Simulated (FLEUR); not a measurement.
# Si (I4_1/amd) in FLEUR: further runs, part 2 of 2

FLEUR MaX-R8.1 (later development tree).

### 3 Density of states, r2SCAN

Input file inp.xml:

```xml
<?xml version="1.0" encoding="UTF-8" standalone="no"?>
<fleurInput fleurInputVersion="0.39">
   <comment>
      Si                                                                                                  
   </comment>
   <calculationSetup>
      <cutoffs Kmax="4.6" Gmax="14.3" GmaxXC="14.3" numbands="0"/>
      <scfLoop itmax="80" minDistance="0.0001" maxIterBroyd="30" imix="Anderson" alpha="0.05" precondParam="0.0" spinf="2.0" sdNocoIR="T"/>
      <coreElectrons ctail="F" frcor="F" kcrel="0" coretail_lmax="0"/>
      <xcFunctional name="LibXC" relativisticCorrections="F">
         <LibXCName exchange="mgga_x_r2scan" correlation="mgga_c_r2scan"/>
         <AuxGGA exchange="117" correlation="130"/>
      </xcFunctional>
      <magnetism jspins="1"/>
      <soc l_soc="F" theta="0.0" phi="0.0" spav="F"/>
      <expertModes spex="0" secvar="F"/>
      <geometryOptimization l_f="F" forcealpha="1.0" forcemix="BFGS" epsdisp="0.00001" epsforce="0.00001"/>
      <ldaU l_linMix="F" mixParam="0.05" spinf="1.0"/>
   </calculationSetup>
   <cell>
      <bzIntegration valenceElectrons="24.0" mode="hist" fermiSmearingEnergy="0.00183747">
         <kPointListSelection listName="default-1"/>
         <!-- k-points included here -->
         <xi:include xmlns:xi="http://www.w3.org/2001/XInclude" href="kpts.xml"> </xi:include>
      </bzIntegration>
      <!-- symmetry operations included here -->
      <xi:include xmlns:xi="http://www.w3.org/2001/XInclude" href="sym.xml"> </xi:include>
      <bulkLattice scale="1.0">
         <bravaisMatrix>
            <row-1>   -4.4812441949665560     4.4812441949665560     2.5119475338206350</row-1>
            <row-2>    4.4812441949665560    -4.4812441949665560     2.5119475338206350</row-2>
            <row-3>    4.4812441949665560     4.4812441949665560    -2.5119475338206350</row-3>
         </bravaisMatrix>
      </bulkLattice>
   </cell>
   <atomSpecies>
      <species name="Silicon (Si)" element="Si" atomicNumber="14">
         <mtSphere radius="2.13" gridPoints="715" logIncrement="0.016"/>
         <atomicCutoffs lmax="9" lnonsphr="9"/>
         <electronConfig flipSpins="F">
            <coreConfig>(1s1/2)</coreConfig>
            <valenceConfig>(2s1/2) (2p1/2) (2p3/2) (3s1/2) (3p1/2) (3p3/2)</valenceConfig>
            <stateOccupation state="(3p1/2)" spinUp="0.333333" spinDown="0.333333"/>
            <stateOccupation state="(3p3/2)" spinUp="0.666667" spinDown="0.666667"/>
         </electronConfig>
         <energyParameters s="3" p="3" d="3" f="4"/>
         <lo type="SCLO" l="0" n="2" eDeriv="0"/>
         <lo type="SCLO" l="1" n="2" eDeriv="0"/>
         <lo type="SCLO" l="2" n="3" eDeriv="2"/>
         <lo type="SCLO" l="3" n="4" eDeriv="2"/>
      </species>
   </atomSpecies>
   <atomGroups>
      <atomGroup species="Silicon (Si)">
         <relPos label="                   1">-3.000/8.000 3.000/8.000 -1.000/4.000</relPos>
         <relPos label="                   2">3.000/8.000 -3.000/8.000 1.000/4.000</relPos>
         <force calculate="T" relaxXYZ="TTT"/>
      </atomGroup>
   </atomGroups>
   <output dos="F" band="F" slice="F">
      <checks vchk="F" cdinf="F"/>
      <bandDOS minEnergy="-.5*Htr" maxEnergy="0.5*Htr" sigma="0.015" storeEVData="T"/>
      <vacuumDOS vacdos="F" integ="F" star="F" nstars="0" locx1="0.0" locy1="0.0" locx2="0.0" locy2="0.0" nstm="0" tworkf="0.0"/>
      <unfoldingBand unfoldBand="F" supercellX="1" supercellY="1" supercellZ="1"/>
      <plotting iplot="0" polar="F">
         <plot TwoD="T" vec1="  1.0  0.0  0.0" vec2="  0.0  1.0  0.0" vec3="  0.0  0.0  1.0" zero="  0.0  0.0  0.0" file="plot"/>
      </plotting>
      <chargeDensitySlicing numkpt="0" minEigenval="0.0" maxEigenval="0.0" nnne="0" pallst="F"/>
      <specialOutput eonly="F"/>
      <moessbauerParams electricFieldGradient="T" isomerShift="T" coreHyperfine="T" valenceHyperfine="T"/>
      <magneticCircularDichroism mcd="F" energyLo="-10.0" energyUp="0.0"/>
   </output>
  <!-- We include the file relax.xml here to enable relaxations (see documentation) -->
  <xi:include xmlns:xi="http://www.w3.org/2001/XInclude" href="relax.xml"> <xi:fallback/> </xi:include>
</fleurInput>
```

Input file crystal.txt:

```
Si
&input cartesian=F /
-2.3713723045  2.3713723045  1.3292653899
2.3713723045  -2.3713723045  1.3292653899
2.3713723045  2.3713723045  -1.3292653899
1.8897261246
1.0 1.0 1.0

2
14 0.5000000000  0.5000000000  0.0000000000
14 0.2500000000  0.7500000000  0.5000000000

&kpt div1=11 div2=11 div3=11 gamma=T /
```

Input file inp.xml (dos):

```
<?xml version="1.0" encoding="UTF-8" standalone="no"?>
<fleurInput fleurInputVersion="0.39">
   <comment>
      Si                                                                                                  
   </comment>
   <calculationSetup>
      <cutoffs Kmax="4.6" Gmax="14.3" GmaxXC="14.3" numbands="0"/>
      <scfLoop itmax="80" minDistance="0.0001" maxIterBroyd="30" imix="Anderson" alpha="0.05" precondParam="0.0" spinf="2.0" sdNocoIR="T"/>
      <coreElectrons ctail="F" frcor="F" kcrel="0" coretail_lmax="0"/>
      <xcFunctional name="LibXC" relativisticCorrections="F">
         <LibXCName exchange="mgga_x_r2scan" correlation="mgga_c_r2scan"/>
         <AuxGGA exchange="117" correlation="130"/>
      </xcFunctional>
      <magnetism jspins="1"/>
      <soc l_soc="F" theta="0.0" phi="0.0" spav="F"/>
      <expertModes spex="0" secvar="F"/>
      <geometryOptimization l_f="F" forcealpha="1.0" forcemix="BFGS" epsdisp="0.00001" epsforce="0.00001"/>
      <ldaU l_linMix="F" mixParam="0.05" spinf="1.0"/>
   </calculationSetup>
   <cell>
      <bzIntegration valenceElectrons="24.0" mode="hist" fermiSmearingEnergy="0.00183747">
         <kPointListSelection listName="default-1"/>
         <!-- k-points included here -->
         <xi:include xmlns:xi="http://www.w3.org/2001/XInclude" href="kpts.xml"> </xi:include>
      </bzIntegration>
      <!-- symmetry operations included here -->
      <xi:include xmlns:xi="http://www.w3.org/2001/XInclude" href="sym.xml"> </xi:include>
      <bulkLattice scale="1.0">
         <bravaisMatrix>
            <row-1>   -4.4812441949665560     4.4812441949665560     2.5119475338206350</row-1>
            <row-2>    4.4812441949665560    -4.4812441949665560     2.5119475338206350</row-2>
            <row-3>    4.4812441949665560     4.4812441949665560    -2.5119475338206350</row-3>
         </bravaisMatrix>
      </bulkLattice>
   </cell>
   <atomSpecies>
      <species name="Silicon (Si)" element="Si" atomicNumber="14">
         <mtSphere radius="2.13" gridPoints="715" logIncrement="0.016"/>
         <atomicCutoffs lmax="9" lnonsphr="9"/>
         <electronConfig flipSpins="F">
            <coreConfig>(1s1/2)</coreConfig>
            <valenceConfig>(2s1/2) (2p1/2) (2p3/2) (3s1/2) (3p1/2) (3p3/2)</valenceConfig>
            <stateOccupation state="(3p1/2)" spinUp="0.333333" spinDown="0.333333"/>
            <stateOccupation state="(3p3/2)" spinUp="0.666667" spinDown="0.666667"/>
         </electronConfig>
         <energyParameters s="3" p="3" d="3" f="4"/>
         <lo type="SCLO" l="0" n="2" eDeriv="0"/>
         <lo type="SCLO" l="1" n="2" eDeriv="0"/>
         <lo type="SCLO" l="2" n="3" eDeriv="2"/>
         <lo type="SCLO" l="3" n="4" eDeriv="2"/>
      </species>
   </atomSpecies>
   <atomGroups>
      <atomGroup species="Silicon (Si)">
         <relPos label="                   1">-3.000/8.000 3.000/8.000 -1.000/4.000</relPos>
         <relPos label="                   2">3.000/8.000 -3.000/8.000 1.000/4.000</relPos>
         <force calculate="T" relaxXYZ="TTT"/>
      </atomGroup>
   </atomGroups>
   <output dos="T" band="F" slice="F">
      <checks vchk="F" cdinf="F"/>
      <bandDOS minEnergy="-0.8*Htr" maxEnergy="0.5*Htr" sigma="0.005" storeEVData="T"/>
      <vacuumDOS vacdos="F" integ="F" star="F" nstars="0" locx1="0.0" locy1="0.0" locx2="0.0" locy2="0.0" nstm="0" tworkf="0.0"/>
      <unfoldingBand unfoldBand="F" supercellX="1" supercellY="1" supercellZ="1"/>
      <plotting iplot="0" polar="F">
         <plot TwoD="T" vec1="  1.0  0.0  0.0" vec2="  0.0  1.0  0.0" vec3="  0.0  0.0  1.0" zero="  0.0  0.0  0.0" file="plot"/>
      </plotting>
      <chargeDensitySlicing numkpt="0" minEigenval="0.0" maxEigenval="0.0" nnne="0" pallst="F"/>
      <specialOutput eonly="F"/>
      <moessbauerParams electricFieldGradient="T" isomerShift="T" coreHyperfine="T" valenceHyperfine="T"/>
      <magneticCircularDichroism mcd="F" energyLo="-10.0" energyUp="0.0"/>
   </output>
  <!-- We include the file relax.xml here to enable relaxations (see documentation) -->
  <xi:include xmlns:xi="http://www.w3.org/2001/XInclude" href="relax.xml"> <xi:fallback/> </xi:include>
</fleurInput>
```

Potentials or basis: all-electron, FLAPW.

Run with:

```console
$ inpgen -f crystal.txt -profile fastHighL
$ # inp.xml edited to the form shown
$ fleur_MPI
$ fleur_MPI   # second run, on inp.xml (dos)
```

Run time: 85 s. Hardware: 1 thread of Arm Neoverse V1, shared host; peak memory 0.08 GiB.

The run converged. Its results:

| Quantity | Value |
| --- | --- |
| Free energy | -15789.8676 eV |
| Band gap on the k mesh | none (metal or under the smearing width) |
| Valence electrons inside the program's atomic spheres | Si 10.05 (radii Si 2.13 bohr) |

Levels at points of the mesh, in eV from the Fermi level:
```
           k point  band 10  band 11  band 12  band 13  band 14  band 15
(0.00, 0.00, 0.00)    -2.69    -2.69    -1.69     1.82     7.90     9.69
```

States per cell in windows of 0.5 eV (zero at the Fermi level; states under -8 eV left out):
```tsv
from (eV)	total	INT	MT:1p	MT:1s	MT:1d	MT:1f	Sym
-8.0	0.29	0.13	0.02	0.06	0.00	0.00	0.00
-7.5	0.16	0.07	0.01	0.03	0.00	0.00	0.00
-7.0	0.35	0.17	0.04	0.05	0.00	0.00	0.00
-6.5	0.31	0.15	0.04	0.04	0.00	0.00	0.00
-6.0	0.18	0.09	0.03	0.02	0.00	0.00	0.00
-5.5	0.44	0.22	0.07	0.04	0.01	0.00	0.00
-5.0	0.34	0.17	0.05	0.03	0.01	0.00	0.00
-4.5	0.26	0.13	0.04	0.02	0.00	0.00	0.00
-4.0	0.44	0.22	0.07	0.03	0.01	0.00	0.00
-3.5	0.40	0.20	0.07	0.02	0.01	0.00	0.00
-3.0	0.39	0.19	0.07	0.01	0.01	0.00	0.00
-2.5	0.53	0.26	0.10	0.02	0.01	0.00	0.00
-2.0	0.49	0.23	0.10	0.01	0.01	0.00	0.00
-1.5	0.31	0.14	0.06	0.01	0.01	0.00	0.00
-1.0	0.32	0.15	0.06	0.01	0.01	0.00	0.00
-0.5	0.37	0.17	0.07	0.02	0.01	0.00	0.00
0.0	0.31	0.14	0.05	0.02	0.01	0.00	0.00
0.5	0.30	0.14	0.05	0.01	0.01	0.00	0.00
1.0	0.35	0.17	0.06	0.01	0.02	0.00	0.00
1.5	0.34	0.17	0.05	0.02	0.02	0.00	0.00
2.0	0.32	0.16	0.04	0.02	0.02	0.00	0.00
2.5	0.57	0.28	0.07	0.03	0.04	0.00	0.00
3.0	0.36	0.18	0.05	0.01	0.03	0.00	0.00
3.5	0.55	0.27	0.07	0.03	0.04	0.00	0.00
```

Core levels (eV from the Fermi level):
```tsv
atom	levels
1 Si	1s1/2 -1780.8
2 Si	1s1/2 -1780.8
```

Caveat: the meta-GGA is that of a development version, with a GGA for the radial functions and cores and without core tails.

### 4 Density of states, SCAN

inp.xml, as its differences from that of step 3:

```diff
@@ -10,3 +10,3 @@
       <xcFunctional name="LibXC" relativisticCorrections="F">
-         <LibXCName exchange="mgga_x_r2scan" correlation="mgga_c_r2scan"/>
+         <LibXCName exchange="mgga_x_scan" correlation="mgga_c_scan"/>
          <AuxGGA exchange="117" correlation="130"/>
```

crystal.txt is that of step 3.

inp.xml (dos), as its differences from that of step 3:

```diff
@@ -10,3 +10,3 @@
       <xcFunctional name="LibXC" relativisticCorrections="F">
-         <LibXCName exchange="mgga_x_r2scan" correlation="mgga_c_r2scan"/>
+         <LibXCName exchange="mgga_x_scan" correlation="mgga_c_scan"/>
          <AuxGGA exchange="117" correlation="130"/>
```

Run with:

```console
$ inpgen -f crystal.txt -profile fastHighL
$ # inp.xml edited to the form shown
$ fleur_MPI
$ fleur_MPI   # second run, on inp.xml (dos)
```

It took 92 s on 1 thread of Arm Neoverse V1, shared host; peak memory 0.08 GiB.

It converged, with:

* Free energy: -15792.3970 eV
* Band gap on the k mesh: none (metal or under the smearing width)
* Valence electrons inside the program's atomic spheres: Si 10.05 (radii Si 2.13 bohr)

Levels at points of the mesh, in eV from the Fermi level:
```tsv
k point	band 9	band 10	band 11	band 12	band 13	band 14	band 15	band 16
(0.00, 0.00, 0.00)	-14.57	-2.69	-2.69	-1.61	1.73	7.63	9.75	9.82
```

States per cell in windows of 0.5 eV (zero at the Fermi level; states under -8 eV left out):
| from (eV) | total | INT | MT:1p | MT:1s | MT:1d | MT:1f | Sym |
| --- | --- | --- | --- | --- | --- | --- | --- |
| -8.0 | 0.31 | 0.14 | 0.02 | 0.06 | 0.00 | 0.00 | 0.00 |
| -7.5 | 0.21 | 0.10 | 0.02 | 0.03 | 0.00 | 0.00 | 0.00 |
| -7.0 | 0.28 | 0.13 | 0.03 | 0.04 | 0.00 | 0.00 | 0.00 |
| -6.5 | 0.33 | 0.16 | 0.04 | 0.04 | 0.00 | 0.00 | 0.00 |
| -6.0 | 0.24 | 0.12 | 0.03 | 0.02 | 0.00 | 0.00 | 0.00 |
| -5.5 | 0.37 | 0.18 | 0.05 | 0.03 | 0.00 | 0.00 | 0.00 |
| -5.0 | 0.37 | 0.19 | 0.06 | 0.03 | 0.01 | 0.00 | 0.00 |
| -4.5 | 0.34 | 0.17 | 0.06 | 0.02 | 0.01 | 0.00 | 0.00 |
| -4.0 | 0.35 | 0.18 | 0.06 | 0.02 | 0.01 | 0.00 | 0.00 |
| -3.5 | 0.41 | 0.20 | 0.07 | 0.02 | 0.01 | 0.00 | 0.00 |
| -3.0 | 0.49 | 0.24 | 0.09 | 0.02 | 0.01 | 0.00 | 0.00 |
| -2.5 | 0.43 | 0.21 | 0.08 | 0.02 | 0.01 | 0.00 | 0.00 |
| -2.0 | 0.49 | 0.23 | 0.10 | 0.01 | 0.01 | 0.00 | 0.00 |
| -1.5 | 0.38 | 0.18 | 0.08 | 0.01 | 0.01 | 0.00 | 0.00 |
| -1.0 | 0.26 | 0.12 | 0.05 | 0.01 | 0.01 | 0.00 | 0.00 |
| -0.5 | 0.37 | 0.17 | 0.07 | 0.02 | 0.01 | 0.00 | 0.00 |
| 0.0 | 0.37 | 0.17 | 0.06 | 0.02 | 0.02 | 0.00 | 0.00 |
| 0.5 | 0.25 | 0.12 | 0.04 | 0.01 | 0.01 | 0.00 | 0.00 |
| 1.0 | 0.36 | 0.17 | 0.06 | 0.01 | 0.02 | 0.00 | 0.00 |
| 1.5 | 0.40 | 0.20 | 0.05 | 0.02 | 0.03 | 0.00 | 0.00 |
| 2.0 | 0.28 | 0.14 | 0.03 | 0.02 | 0.02 | 0.00 | 0.00 |
| 2.5 | 0.57 | 0.28 | 0.07 | 0.03 | 0.04 | 0.00 | 0.00 |
| 3.0 | 0.49 | 0.25 | 0.06 | 0.02 | 0.04 | 0.00 | 0.00 |
| 3.5 | 0.42 | 0.20 | 0.05 | 0.02 | 0.03 | 0.00 | 0.00 |

Core levels (eV from the Fermi level):
```tsv
atom	levels
1 Si	1s1/2 -1780.8
2 Si	1s1/2 -1780.8
```

Caveat: the meta-GGA is that of a development version, with a GGA for the radial functions and cores and without core tails.

### 5 Density of states, TPSS

inp.xml, as its differences from that of step 4:

```diff
@@ -10,3 +10,3 @@
       <xcFunctional name="LibXC" relativisticCorrections="F">
-         <LibXCName exchange="mgga_x_scan" correlation="mgga_c_scan"/>
+         <LibXCName exchange="mgga_x_tpss" correlation="mgga_c_tpss"/>
          <AuxGGA exchange="117" correlation="130"/>
```

crystal.txt is that of step 4.

inp.xml (dos), as its differences from that of step 4:

```diff
@@ -10,3 +10,3 @@
       <xcFunctional name="LibXC" relativisticCorrections="F">
-         <LibXCName exchange="mgga_x_scan" correlation="mgga_c_scan"/>
+         <LibXCName exchange="mgga_x_tpss" correlation="mgga_c_tpss"/>
          <AuxGGA exchange="117" correlation="130"/>
```

Run with:

```console
$ inpgen -f crystal.txt -profile fastHighL
$ # inp.xml edited to the form shown
$ fleur_MPI
$ fleur_MPI   # second run, on inp.xml (dos)
```

It took 80 s on 1 thread of Arm Neoverse V1, shared host; peak memory 0.08 GiB.

The run converged. Its results:

```yaml
Free_energy: -15792.1738 eV
Band_gap_on_the_k_mesh: none (metal or under the smearing width)
Valence_electrons_inside_the_program's_atomic_spheres: Si 10.05 (radii Si 2.13 bohr)
```

Levels at points of the mesh, in eV from the Fermi level:
```csv
k point,band 9,band 10,band 11,band 12,band 13,band 14,band 15,band 16
"(0.00, 0.00, 0.00)",-14.02,-2.50,-2.50,-1.68,1.48,7.57,9.26,9.28
```

States per cell in windows of 1 eV (zero at the Fermi level; states under -8 eV left out):
```csv
from (eV),total,INT,MT:1p,MT:1s,MT:1d,MT:1f,Sym
-8.0,0.53,0.24,0.03,0.10,0.01,0.00,0.00
-7.0,0.60,0.29,0.06,0.09,0.01,0.00,0.00
-6.0,0.63,0.32,0.09,0.06,0.01,0.00,0.00
-5.0,0.67,0.34,0.10,0.05,0.01,0.00,0.00
-4.0,0.79,0.39,0.13,0.05,0.01,0.00,0.00
-3.0,1.02,0.50,0.19,0.04,0.02,0.00,0.00
-2.0,0.84,0.40,0.17,0.02,0.02,0.00,0.00
-1.0,0.65,0.31,0.12,0.03,0.02,0.00,0.00
0.0,0.70,0.33,0.12,0.03,0.03,0.00,0.00
1.0,0.75,0.37,0.10,0.04,0.05,0.00,0.00
2.0,0.89,0.44,0.11,0.05,0.06,0.00,0.00
3.0,0.98,0.48,0.13,0.05,0.07,0.00,0.00
```

Core levels (eV from the Fermi level):
```csv
atom,levels
1 Si,1s1/2 -1781.1
2 Si,1s1/2 -1781.1
```

Caveat: the meta-GGA is that of a development version, with a GGA for the radial functions and cores and without core tails.

### 6 The runs side by side

```csv
level,max iterations,mixer history,density convergence,gap on the mesh (eV)
LDA,60,15,1e-05 me/bohr^3,none
r2SCAN,80,30,0.0001 me/bohr^3,none
SCAN,80,30,0.0001 me/bohr^3,none
TPSS,80,30,0.0001 me/bohr^3,none
```

Alike in all rows: task density of states; potentials or basis all-electron, FLAPW; no spin polarisation; cell as given; k mesh 11 × 11 × 11; smearing fermi-dirac 0.05 eV; kmax 4.6 1/bohr.

Every run on the cell as given and a fine mesh finds a metal.

Caveats: the meta-GGA is that of a development version, with a GGA for the radial functions and cores and without core tails (some runs).

Compare energies only between runs with the same functional and basis.
